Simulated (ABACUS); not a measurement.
# Ti (Im-3m) in ABACUS: settings compared, part 2 of 2

ABACUS 3.10.1.

### 3 Relaxation of cell and atoms, PW91

Input file run_abacus.py:

```python
"""Relaxation by an ASE optimiser with ABACUS as a small file-based calculator."""
import re
import subprocess
import spglib
from ase import Atoms
import numpy as np
from ase.calculators.calculator import Calculator, all_changes
from ase.filters import FrechetCellFilter
from ase.io import read
from ase.optimize import BFGSLineSearch
from ase.stress import full_3x3_to_voigt_6_stress
from ase.units import Bohr, GPa

atoms = read("Ti.cif")
cell, frac, numbers = spglib.standardize_cell((atoms.cell[:], atoms.get_scaled_positions(), atoms.numbers), to_primitive=True, symprec=1e-4)
atoms = Atoms(numbers=numbers, cell=cell, scaled_positions=frac, pbc=True)  # the primitive cell
atoms = atoms[(-atoms.numbers).argsort(kind="stable")]  # ABACUS lists atoms element by element
pseudo = {'Ti': 'ti_pbe_v1.4.uspp.F.UPF'}
orbital = {}
magmoms = None
kmesh = [9, 9, 9]
params = {
    'suffix': 'Ti',
    'calculation': 'scf',
    'basis_type': 'pw',
    'pseudo_dir': './',
    'symmetry': 1,
    'dft_functional': 'GGA_X_PW91+GGA_C_PW91',
    'ecutwfc': 40,
    'pseudo_rcut': 10,
    'nspin': 1,
    'nbands': 10,
    'ks_solver': 'dav',
    'smearing_method': 'fd',
    'smearing_sigma': 0.00367493,
    'scf_thr': 1e-08,
    'scf_nmax': 100,
    'mixing_type': 'broyden',
    'mixing_beta': 0.7,
    'cal_force': 1,
    'cal_stress': 1,
    'ecutrho': 320,
    'kpar': 4,
}

def write_input(atoms):
    symbols = atoms.get_chemical_symbols()
    elements = list(dict.fromkeys(symbols))
    lines = ["ATOMIC_SPECIES"] + [f"{e} {atoms.get_masses()[symbols.index(e)]:.4f} {pseudo[e]}" for e in elements]
    if orbital:
        lines += ["", "NUMERICAL_ORBITAL"] + [orbital[e] for e in elements]
    lines += ["", "LATTICE_CONSTANT", f"{1 / Bohr:.10f}", "", "LATTICE_VECTORS"]
    lines += [" ".join(f"{x:.10f}" for x in v) for v in atoms.cell]
    lines += ["", "ATOMIC_POSITIONS", "Direct"]
    for e in elements:
        lines += ["", e, "0.0", str(symbols.count(e))]
        for i, p in enumerate(atoms.get_scaled_positions(wrap=False)):
            if symbols[i] == e:
                mag = "" if magmoms is None else " mag " + " ".join(str(x) for x in (magmoms[i] if isinstance(magmoms[i], list) else [magmoms[i]]))
                lines.append(" ".join(f"{x:.10f}" for x in p) + " 1 1 1" + mag)
    open("STRU", "w").write("\n".join(lines) + "\n")
    open("KPT", "w").write("K_POINTS\n0\nGamma\n%d %d %d 0 0 0\n" % tuple(kmesh))
    open("INPUT", "w").write("INPUT_PARAMETERS\n" + "".join(f"{k:<20s}{v}\n" for k, v in params.items()))

class Abacus(Calculator):
    implemented_properties = ["energy", "free_energy", "forces", "stress"]

    def calculate(self, atoms=None, properties=("energy",), system_changes=all_changes):
        super().calculate(atoms, properties, system_changes)
        write_input(self.atoms)
        subprocess.run(['mpirun', '-np', '4', 'abacus'], check=True)
        log = open("OUT.Ti/running_scf.log").read()
        if "charge density convergence is achieved" not in log:
            raise RuntimeError("SCF not converged")
        rows = lambda title, n: np.array([l.split()[-3:] for l in log.split(title)[-1].split("\n")[2:2 + n]], float)
        energy = float(re.findall(r"FINAL_ETOT_IS (\S+)", log)[-1])
        stress = -rows("TOTAL-STRESS", 3) / 10 * GPa  # ABACUS prints kbar, compression positive
        self.results = dict(energy=energy, free_energy=energy, forces=rows("TOTAL-FORCE", len(self.atoms)), stress=full_3x3_to_voigt_6_stress(stress))

atoms.calc = Abacus()
opt = BFGSLineSearch(FrechetCellFilter(atoms), logfile="opt.log", trajectory="relax.traj")
print("optimiser converged:", opt.run(fmax=0.03, steps=60))
```

Input file Ti.cif:

```cif
data_Ti
_cell_length_a 3.28200000
_cell_length_b 3.28200000
_cell_length_c 3.28200000
_cell_angle_alpha 90.00000000
_cell_angle_beta 90.00000000
_cell_angle_gamma 90.00000000
_space_group_name_H-M_alt 'Im-3m'
_space_group_name_Hall '-I 4 2 3'
_space_group_IT_number 229
loop_
_space_group_symop_operation_xyz
'x,y,z'
'-x,-y,-z'
'-y,x,z'
'y,-x,-z'
'-x,-y,z'
'x,y,-z'
'y,-x,z'
'-y,x,-z'
'x,-y,-z'
'-x,y,z'
'-y,-x,-z'
'y,x,z'
'-x,y,-z'
'x,-y,z'
'y,x,-z'
'-y,-x,z'
'z,x,y'
'-z,-x,-y'
'z,-y,x'
'-z,y,-x'
'z,-x,-y'
'-z,x,y'
'z,y,-x'
'-z,-y,x'
'-z,x,-y'
'z,-x,y'
'-z,-y,-x'
'z,y,x'
'-z,-x,y'
'z,x,-y'
'-z,y,x'
'z,-y,-x'
'y,z,x'
'-y,-z,-x'
'x,z,-y'
'-x,-z,y'
'-y,z,-x'
'y,-z,x'
'-x,z,y'
'x,-z,-y'
'-y,-z,x'
'y,z,-x'
'-x,-z,-y'
'x,z,y'
'y,-z,-x'
'-y,z,x'
'x,-z,y'
'-x,z,-y'
'x+1/2,y+1/2,z+1/2'
'-x+1/2,-y+1/2,-z+1/2'
'-y+1/2,x+1/2,z+1/2'
'y+1/2,-x+1/2,-z+1/2'
'-x+1/2,-y+1/2,z+1/2'
'x+1/2,y+1/2,-z+1/2'
'y+1/2,-x+1/2,z+1/2'
'-y+1/2,x+1/2,-z+1/2'
'x+1/2,-y+1/2,-z+1/2'
'-x+1/2,y+1/2,z+1/2'
'-y+1/2,-x+1/2,-z+1/2'
'y+1/2,x+1/2,z+1/2'
'-x+1/2,y+1/2,-z+1/2'
'x+1/2,-y+1/2,z+1/2'
'y+1/2,x+1/2,-z+1/2'
'-y+1/2,-x+1/2,z+1/2'
'z+1/2,x+1/2,y+1/2'
'-z+1/2,-x+1/2,-y+1/2'
'z+1/2,-y+1/2,x+1/2'
'-z+1/2,y+1/2,-x+1/2'
'z+1/2,-x+1/2,-y+1/2'
'-z+1/2,x+1/2,y+1/2'
'z+1/2,y+1/2,-x+1/2'
'-z+1/2,-y+1/2,x+1/2'
'-z+1/2,x+1/2,-y+1/2'
'z+1/2,-x+1/2,y+1/2'
'-z+1/2,-y+1/2,-x+1/2'
'z+1/2,y+1/2,x+1/2'
'-z+1/2,-x+1/2,y+1/2'
'z+1/2,x+1/2,-y+1/2'
'-z+1/2,y+1/2,x+1/2'
'z+1/2,-y+1/2,-x+1/2'
'y+1/2,z+1/2,x+1/2'
'-y+1/2,-z+1/2,-x+1/2'
'x+1/2,z+1/2,-y+1/2'
'-x+1/2,-z+1/2,y+1/2'
'-y+1/2,z+1/2,-x+1/2'
'y+1/2,-z+1/2,x+1/2'
'-x+1/2,z+1/2,y+1/2'
'x+1/2,-z+1/2,-y+1/2'
'-y+1/2,-z+1/2,x+1/2'
'y+1/2,z+1/2,-x+1/2'
'-x+1/2,-z+1/2,-y+1/2'
'x+1/2,z+1/2,y+1/2'
'y+1/2,-z+1/2,-x+1/2'
'-y+1/2,z+1/2,x+1/2'
'x+1/2,-z+1/2,y+1/2'
'-x+1/2,z+1/2,-y+1/2'
loop_
_atom_site_label
_atom_site_type_symbol
_atom_site_symmetry_multiplicity
_atom_site_Wyckoff_symbol
_atom_site_fract_x
_atom_site_fract_y
_atom_site_fract_z
_atom_site_occupancy
Ti1 Ti 2 a 0.0000000000 0.0000000000 0.0000000000 1
```

Potentials or basis: GBRV ultrasoft 1.5 PBE, plane waves.

Command:

```console
$ OMP_NUM_THREADS=1 python run_abacus.py > log
```

Run time: 8.1 s. Hardware: 4 MPI ranks of Intel Xeon 6975P-C (Granite Rapids), shared host; peak memory 0.36 GiB.

Results (log left out):

| Property | Result |
| --- | --- |
| Free energy | -1623.4520 eV |
| Relaxed volume | 17.17 Å³/atom |
| Relaxed cell | a = 2.815 Å, b = 2.815 Å, c = 2.815 Å, α = 109.47°, β = 109.47°, γ = 109.47° |
| Space group after relaxing (to 0.05 Å) | Im-3m (No. 229) |
| Energy gained by relaxing | 4.9 meV/atom |
| Ionic steps | 2 |
| Pressure after relaxing | 0.0 GPa |
| Band gap on the k mesh | none (metal or under the smearing width) |

The path:
```
step  energy change (eV)  largest force (eV/Å)  pressure (GPa)  volume (Å³)
   1              0.0000                0.0000           -2.99        17.68
   2             -0.0049                0.0000           -0.05        17.17
```

Final structure:
```xyz
1
Lattice="-1.6252 1.6252 1.6252 1.6252 -1.6252 1.6252 1.6252 1.6252 -1.6252" Properties=species:S:1:pos:R:3 pbc="T T T"
Ti    0.0000    0.0000    0.0000
```

Levels at points of the mesh, in eV from the Fermi level:
```csv
k point,band 2,band 3,band 4,band 5,band 6,band 7,band 8,band 9
"(0.00, 0.00, 0.00)",-32.32,-32.32,-32.32,-5.94,0.97,0.97,0.97,2.76
```

Caveat: the potentials were made for another functional, which shifts forces and pressure.

### 4 Single point, BP86

Input file INPUT:

```
INPUT_PARAMETERS
suffix              Ti
calculation         scf
basis_type          pw
pseudo_dir          ./
latname             bcc
symmetry            1
dft_functional      GGA_X_B88+GGA_C_P86
ecutwfc             84
pseudo_rcut         10
nspin               1
nbands              16
ks_solver           dav
smearing_method     fd
smearing_sigma      0.00367493
scf_thr             1e-08
scf_nmax            100
mixing_type         broyden
mixing_beta         0.7
cal_force           1
cal_stress          1
out_chg             1
kpar                4
```

Input file STRU:

```
ATOMIC_SPECIES
Ti 47.8670 Ti.upf

LATTICE_CONSTANT
6.2020811410

ATOMIC_POSITIONS
Direct

Ti
0.0
1
0.0000000000 0.0000000000 0.0000000000 1 1 1
```

Input file KPT:

```
K_POINTS
0
Gamma
9 9 9 0 0 0
```

Potentials or basis: PseudoDojo NC SR 0.4.1 PBE standard, plane waves.

Command:

```console
$ OMP_NUM_THREADS=1 mpirun -np 4 abacus > log
```

It took 1.6 s on 4 MPI ranks of Intel Xeon 6975P-C (Granite Rapids), shared host; peak memory 0.24 GiB.

It converged, with:

| Property | Result |
| --- | --- |
| Free energy | -1616.3812 eV |
| Pressure | -3.1 GPa |
| Band gap on the k mesh | none (metal or under the smearing width) |

Levels at points of the mesh, in eV from the Fermi level:
```
           k point  band 2  band 3  band 4  band 5  band 6  band 7  band 8  band 9  band 10  band 11
(0.00, 0.00, 0.00)  -32.43  -32.43  -32.43   -5.88    0.94    0.94    0.94    2.67     2.67    17.37
```

Caveat: the potentials were made for another functional, which shifts forces and pressure.

### 5 Relaxation of cell and atoms, BP86

Input file run_abacus.py:

```python
"""ABACUS run from a structure file: ASE reads it, the script writes STRU, KPT and INPUT."""
import re
import subprocess
from ase.io import read
from ase.units import Bohr

atoms = read("Ti.xyz")
atoms = atoms[(-atoms.numbers).argsort(kind="stable")]  # ABACUS lists atoms element by element
pseudo = {'Ti': 'Ti.upf'}
orbital = {}
magmoms = None
kmesh = [9, 9, 9]
params = {
    'suffix': 'Ti',
    'calculation': 'cell-relax',
    'basis_type': 'pw',
    'pseudo_dir': './',
    'symmetry': 1,
    'dft_functional': 'GGA_X_B88+GGA_C_P86',
    'ecutwfc': 84,
    'pseudo_rcut': 10,
    'nspin': 1,
    'nbands': 10,
    'ks_solver': 'dav',
    'smearing_method': 'fd',
    'smearing_sigma': 0.00367493,
    'scf_thr': 1e-08,
    'scf_nmax': 100,
    'mixing_type': 'broyden',
    'mixing_beta': 0.7,
    'cal_force': 1,
    'cal_stress': 1,
    'relax_nmax': 60,
    'force_thr_ev': 0.02,
    'relax_method': 'cg',
    'out_stru': 1,
    'stress_thr': 1,
    'kpar': 4,
}

symbols = atoms.get_chemical_symbols()
elements = list(dict.fromkeys(symbols))
lines = ["ATOMIC_SPECIES"] + [f"{e} {atoms.get_masses()[symbols.index(e)]:.4f} {pseudo[e]}" for e in elements]
if orbital:
    lines += ["", "NUMERICAL_ORBITAL"] + [orbital[e] for e in elements]
lines += ["", "LATTICE_CONSTANT", f"{1 / Bohr:.10f}", "", "LATTICE_VECTORS"]
lines += [" ".join(f"{x:.10f}" for x in v) for v in atoms.cell]
lines += ["", "ATOMIC_POSITIONS", "Direct"]
for e in elements:
    lines += ["", e, "0.0", str(symbols.count(e))]
    for i, p in enumerate(atoms.get_scaled_positions(wrap=False)):
        if symbols[i] == e:
            mag = "" if magmoms is None else " mag " + " ".join(str(x) for x in (magmoms[i] if isinstance(magmoms[i], list) else [magmoms[i]]))
            lines.append(" ".join(f"{x:.10f}" for x in p) + " 1 1 1" + mag)
open("STRU", "w").write("\n".join(lines) + "\n")
open("KPT", "w").write("K_POINTS\n0\nGamma\n%d %d %d 0 0 0\n" % tuple(kmesh))
open("INPUT", "w").write("INPUT_PARAMETERS\n" + "".join(f"{k:<20s}{v}\n" for k, v in params.items()))

done = subprocess.run(['mpirun', '-np', '4', 'abacus'])
if done.returncode:
    raise SystemExit(done.returncode)
log = open("OUT.Ti/running_cell-relax.log").read()
print("final energy (eV):", re.findall(r"FINAL_ETOT_IS (\S+)", log))
```

Input file Ti.xyz:

```xyz
1
Lattice="-1.6410000000 1.6410000000 1.6410000000 1.6410000000 -1.6410000000 1.6410000000 1.6410000000 1.6410000000 -1.6410000000" Properties=species:S:1:pos:R:3 pbc="T T T"
Ti     0.0000000000      0.0000000000      0.0000000000
```

Command:

```console
$ OMP_NUM_THREADS=1 python run_abacus.py > log
```

Wall time 3.2 s (4 MPI ranks of Intel Xeon 6975P-C (Granite Rapids), shared host); peak memory 0.36 GiB.

The run converged. Its results:

| Property | Result |
| --- | --- |
| Free energy | -1616.3863 eV |
| Relaxed volume | 17.16 Å³/atom |
| Relaxed cell | a = 2.814 Å, b = 2.814 Å, c = 2.814 Å, α = 109.47°, β = 109.47°, γ = 109.47° |
| Space group after relaxing (to 0.05 Å) | Im-3m (No. 229) |
| Energy gained by relaxing | 5.0 meV/atom |
| Ionic steps | 3 |
| Pressure after relaxing | -0.1 GPa |
| Band gap on the k mesh | none (metal or under the smearing width) |

The path:
```tsv
step	energy change (eV)	largest force (eV/Å)	pressure (GPa)	volume (Å³)
1	0.0000	0.0000	-3.13	17.68
2	-0.0022	0.0000	2.49	16.78
3	-0.0050	0.0000	-0.09	17.16
```

Final structure:
```xyz
1
Lattice="-1.6248 1.6248 1.6248 1.6248 -1.6248 1.6248 1.6248 1.6248 -1.6248" Properties=species:S:1:pos:R:3 pbc="T T T"
Ti    0.0000    0.0000    0.0000
```

Levels at points of the mesh, in eV from the Fermi level:
| k point | band 3 | band 4 | band 5 | band 6 | band 7 | band 8 | band 9 |
| --- | --- | --- | --- | --- | --- | --- | --- |
| (0.00, 0.00, 0.00) | -32.34 | -32.34 | -5.94 | 0.97 | 0.97 | 0.97 | 2.76 |

Caveat: the potentials were made for another functional, which shifts forces and pressure.

### 6 Single point, PBE

Input file INPUT:

```
INPUT_PARAMETERS
suffix              Ti
calculation         scf
basis_type          lcao
pseudo_dir          ./
orbital_dir         ./
symmetry            1
dft_functional      pbe
ecutwfc             100
pseudo_rcut         7
nspin               1
nbands              10
ks_solver           scalapack_gvx
smearing_method     fd
smearing_sigma      0.00367493
scf_thr             1e-07
scf_nmax            100
mixing_type         broyden
mixing_beta         0.7
cal_force           1
cal_stress          1
out_mul             1
out_chg             1
```

STRU, as its differences from that of step 4:

```diff
@@ -3,4 +3,12 @@
 
+NUMERICAL_ORBITAL
+Ti_confined-atom_7au_2s1p1d.orb
+
 LATTICE_CONSTANT
-6.2020811410
+1.8897261246
+
+LATTICE_VECTORS
+-1.6410000000 1.6410000000 1.6410000000
+1.6410000000 -1.6410000000 1.6410000000
+1.6410000000 1.6410000000 -1.6410000000
```

Input file KPT:

```
K_POINTS
0
Gamma
10 10 10 0 0 0
```

Potentials or basis: PseudoDojo NC SR 0.4.1 PBE standard, SZ LCAO (the cutoffs set its grid).

Command:

```console
$ OMP_NUM_THREADS=1 mpirun -np 4 abacus > log
```

It took 2.9 s on 4 MPI ranks of Intel Xeon Platinum 8259CL at 2.50GHz (Skylake/Cascade Lake), shared host; peak memory 0.36 GiB.

These settings aren't checked as converged: the numbers below hold their error.

Results:

```yaml
Free_energy: -1613.5340 eV
Pressure: -12.0 GPa
Band_gap_on_the_k_mesh: none (metal or under the smearing width)
```

Caveat: the atomic orbitals were generated for these runs and aren't a published set; the basis of atomic orbitals isn't converged, which shifts pressures, moduli and gaps.

### 7 Summary

| task | level | potentials or basis | cell | cutoff (eV) | optimiser | force threshold | max steps | cell moves | max steps of the relaxation | gap on the mesh (eV) | pressure (GPa) | relaxed volume (Å³/atom) |
| --- | --- | --- | --- | --- | --- | --- | --- | --- | --- | --- | --- | --- |
| single point | PW91 | GBRV ultrasoft 1.5 PBE, plane waves | as given | 544 | - | - | - | - | - | none | -3.0 | - |
| relaxation of cell and atoms | PW91 | GBRV ultrasoft 1.5 PBE, plane waves | relaxed | 544 | ASE BFGSLineSearch | 0.03 eV/Å | 60 | yes | - | none | 0.0 | 17.17 |
| single point | BP86 | PseudoDojo NC SR 0.4.1 PBE standard, plane waves | as given | 1143 | - | - | - | - | - | none | -3.1 | - |
| relaxation of cell and atoms | BP86 | PseudoDojo NC SR 0.4.1 PBE standard, plane waves | relaxed | 1143 | cg | 0.02 eV/Å | - | - | 60 | none | -0.1 | 17.16 |

Alike in all rows: no spin polarisation; k mesh 9 × 9 × 9; smearing fermi-dirac 0.05 eV.

Caveats: the potentials were made for another functional, which shifts forces and pressure.

Absolute energies hang on the potentials; compare differences alone.
